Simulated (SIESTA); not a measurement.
The system is MnO.

```
Mn O
1.0
     0.00000    2.22200    2.22200
     2.22200    0.00000    2.22200
     2.22200    2.22200    0.00000
Mn O
1 1
Direct
  0.00000 0.00000 0.00000
  0.50000 0.50000 0.50000
```

Base run:

| Quantity | Value |
| --- | --- |
| Program | SIESTA 5.4.2 |
| Functional | PBE |
| Potentials or basis | PseudoDojo 0.4 standard (PBE files) |
| Basis | DZP (energy shift 0.003 Ry; two zetas on semicore shells) |
| Grid cutoff | 800 Ry |
| Energy shift | 0.003 Ry |
| k mesh | 7 × 7 × 7 |
| Occupations | fermi-dirac, width 0.05 eV |
| Spin | collinear spin, ferromagnetic start |
| Starting moments | [4.0, 0.0] μB |

Its results: band gap on the k mesh none (metal or under the smearing width); pressure 1.4 GPa; net moment 4.81 μB per cell; site moments Mn +4.63; O +0.17 μB.

Question: The run is repeated on the same cell with these changes: hubbard terms from none to Mn d U = 2 eV. What comes out?

Answer: Band gap on the k mesh none (metal or under the smearing width); pressure 8.3 GPa; net moment 5.00 μB per cell; site moments Mn +4.84; O +0.16 μB.

Caveats: short orbitals over semicore shells can move pressures by several GPa; the basis of atomic orbitals isn't converged, which shifts pressures, moduli and gaps; a cell with one magnetic atom can't hold antiferromagnetic order, which such compounds often take; semilocal functionals often make such compounds metallic where correlation or magnetic order opens a gap, which also shifts bond lengths (some runs).
